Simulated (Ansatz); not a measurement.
A trial form of BN

The calculation used Ansatz 0.2.0, DFT PBE, scalar-relativistic, plane waves, PAW. Cutoff 420 eV, Gaussian smearing, Γ-centred meshes. Cell and atoms relax first on a coarse mesh and then on a converged one. In between, the cell is made exact in the group found at 0.06 Å. The steps can't lower the symmetry of their start. No spin polarisation in the relaxation; trial moments died out in a coarse test.

The guess for BN is a distorted database cell: BN type (F-43m) distorted into a subgroup (P2_1, No. 4) (largest shift (Å) 0.98).

```cif
data_structure
_symmetry_space_group_name_H-M 'P 1'
_symmetry_Int_Tables_number 1
_cell_length_a 2.5845
_cell_length_b 3.5016
_cell_length_c 2.6081
_cell_angle_alpha 90.000
_cell_angle_beta 90.441
_cell_angle_gamma 90.000
_cell_volume 23.60
loop_
_atom_site_label
_atom_site_type_symbol
_atom_site_fract_x
_atom_site_fract_y
_atom_site_fract_z
_atom_site_occupancy
B1 B 0.58221 0.13495 0.03707 1
B2 B 0.41779 0.63495 0.96293 1
N1 N 0.34540 0.11505 0.56598 1
N2 N 0.65460 0.61505 0.43402 1
```

The zero of energy is the elements' standard structures at the same level (N₂ as a molecule); no fitted shifts are applied.

Question: What does it relax into?

Answer: The symmetry goes from P2_1 (No. 4) to C2 (No. 5), and the primitive cell from 4 to 2 atoms. The volume per atom grows by 106.2 %, from 5.9 to 12.2 Å³. The shortest distance goes from 1.37 Å (B–N) to 1.45 Å (B–N). The energy falls by about 3.0 eV/atom (the start's value is from the coarse mesh). The end is written in a standard setting, so origin, axes and order of atoms can differ from the start's. Conventional cell: a = 2.512 Å, b = 4.351 Å, c = 4.462 Å, β = 93.7°. B has 3 N at 1.45 Å; N is surrounded by 3 B at 1.45 Å.

```
B N
1.0
     1.25605   -2.17551    0.00000
     1.25605    2.17551    0.00000
    -0.28747    0.00000    4.45245
B N
1 1
Direct
  0.95834 0.04166 0.50000
  0.29166 0.70834 0.50000
```

Question: Give its energy and gap.

Answer: The formation energy is −1.251 eV/atom. The gap on the 10×10×6 mesh of the 2-atom cell is 4.40 eV.

It lies below the elements, which doesn't yet make it stable against other compounds or structures.

The last run used Gaussian smearing of 0.02 eV. Weakly bound directions are ill-defined at this level, which has no dispersion term. Kohn–Sham gaps at this level usually fall short of measured ones. Symmetry constrained the relaxation, so the result can be a saddle point.
